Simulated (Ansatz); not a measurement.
**How far is PAW off for TaN?**

```
Ta N
1.0
     2.87853    0.00000    0.00000
    -1.43927    2.49288    0.00000
     0.00000    0.00000    2.82465
Ta N
1 1
Cartesian
  0.0000 1.6619 1.4123
  0.0000 0.0000 0.0000
```

Atoms are numbered in the order listed.

The cell is COD entry 1538016, as deposited and not checked against the literature; nothing was relaxed. The listed cell was then made from it by scaling, straining or moving an atom.

Spin–orbit coupling is left out, though it moves levels of the heavy atoms by tenths of an eV or more.

Levels of theory: DFT, PBE, PAW with Ansatz's default frozen-core files, scalar-relativistic (Ansatz 0.2.0); DFT, PBE, all-electron LAPW, scalar-relativistic (Ansatz 0.2.0).

For PAW: a Γ-centred 12×12×10 k mesh, Fermi–Dirac smearing of 0.02 eV, cutoff 420 eV, no spin polarisation. LAPW targets a basis error of 0.5 meV/atom. The Ansatz runs share mesh, smearing and spin set-up. Plane-wave (PAW) pressures include the program's estimate of the Pulay term.

Stress and pressure are positive in compression.

The change that made this cell: volume scaled by 0.9405.

PAW results:

| quantity | PAW |
| --- | --- |
| pressure (GPa) | 29.74 |
| stress xx (GPa) | 28.42 |
| stress zz (GPa) | 32.39 |

**Question.** What does all-electron LAPW give for the same quantities?

**Answer.** 
| quantity | LAPW |
| --- | --- |
| pressure (GPa) | 29.67 |
| stress xx (GPa) | 28.36 |
| stress zz (GPa) | 32.30 |
